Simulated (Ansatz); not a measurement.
A run of Ansatz 0.2.0 is set up as follows.

Contents of input.yaml:

```yaml
crystal:
  lattice:
    - [0.0, 2.82685, 2.82685]
    - [2.82685, 0.0, 2.82685]
    - [2.82685, 2.82685, 0.0]
  atoms:
    - { symbol: As, position: [0.75, 0.75, 0.75] }
    - { symbol: Ga, position: [0.0, 0.0, 0.0] }
kpoints:
  mp_grid: { grid: [5, 5, 5] }
scf:
  occupations: { method: fermi_dirac, width: 0.04 }
hamiltonian:
  xc: pbe
  pseudopotentials: { kind: all_electron, lapw: { basis_error: 0.003 } }
output:
  forces: true
  stress: true
  eigenvalues: true
```

Potentials or basis: all-electron LAPW, scalar-relativistic.

The run is started by

```bash
$ ansatz run input.yaml --threads 1 --pin off --max-ram 3072MiB --backend cpu --events-out ev --progress --plain --runs-dir out
```

Task: Predict the band gap on the k mesh.

Result: 0.52 eV, direct.

Task: Estimate the pressure.

Result: 3.3 GPa.

**Experimental background.**

“Evidence of valence band perturbations in GaAsN/GaAs(001): A combined variable-angle spectroscopic ellipsometry and modulated photoreflectance investigation”, 2008, arxiv:0805.2212 reports, for a bulk crystal of GaAs at 300 K: band gap 1.418 ± 0.005 eV (direct).

Measured gap of GaAs: 1.418 eV (direct; 300 K; “Evidence of valence band perturbations in GaAsN/GaAs(001): A combined variable-angle spectroscopic ellipsometry and modulated photoreflectance investigation”, 2008, arxiv:0805.2212). This calculation gives 0.52 eV (-0.90 eV). 3 values of this kind are on record (1.412 to 1.51 eV); this one was drawn at random among those near their median, those with a stated uncertainty first. Spin-orbit coupling on As, Ga is left out. The value is that of PBE, without temperature or zero-point motion. Semilocal functionals fall short of measured gaps as a rule.
